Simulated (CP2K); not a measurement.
## InP: single point with PBEsol

**The experiment to reproduce.**

From a printed reference work, data compilation, for a bulk crystal of InP at 1.6 K: band gap 1.4236 eV (direct).

Crystal: InP.

```
In P
1.0
     4.14435    0.00000    0.00000
     2.07218    3.58911    0.00000
     2.07218    1.19637    3.38385
In P
1 1
Direct
  0.00000 0.00000 0.00000
  0.75000 0.75000 0.75000
```

```
Program             : CP2K 2026.2
Task                : single point
Functional          : PBEsol
Potentials or basis : POTENTIAL_UZH In GTH-PBE-q13, P GTH-PBE-q5; TZVP-MOLOPT-PBE-GTH basis
Density cutoff      : 6123 eV
k mesh              : 8 × 8 × 8
Occupations         : fermi-dirac, width 0.05 eV
Spin                : no spin polarisation
```

- Pressure: 1.6 GPa
- Band gap on the k mesh: 0.59 eV, direct
- Mulliken charges: In +0.47; P -0.47 e
- Hirshfeld charges: In +0.21; P -0.21 e

Levels at points of the mesh, in eV from the valence-band top:
```
           k point  band 6  band 7  band 8  band 9  band 10  band 11  band 12  band 13
(0.00, 0.00, 0.00)  -11.60    0.00    0.00    0.00     0.59     4.01     4.01     4.01
(0.00, 0.00, 0.50)   -9.84   -5.85   -1.00   -1.00     1.39     4.78     4.78     7.14
(0.00, 0.50, 0.50)   -9.17   -5.86   -2.39   -2.39     1.63     2.17     9.19     9.63
```

It took 110 s on 1 thread of Arm Neoverse N1 (shared host), peak memory 0.33 GiB.

A measured gap of InP is 1.4236 eV (direct; 1.6 K; a printed reference work, data compilation); the calculated 0.59 eV misses it by -0.83 eV. Spin-orbit coupling on In is left out. The value is that of PBEsol in an atomic basis (POTENTIAL_UZH In GTH-PBE-q13, P GTH-PBE-q5; TZVP-MOLOPT-PBE-GTH basis), whose error adds to the functional's,, without temperature or zero-point motion. Semilocal functionals fall short of measured gaps as a rule.

Caveat: Mulliken charges move with the basis; the potentials were made for another functional, which shifts forces and pressure; spin-orbit coupling is left out, which moves the levels of the heavy elements; the basis of atomic orbitals isn't converged, which shifts pressures, moduli and gaps.
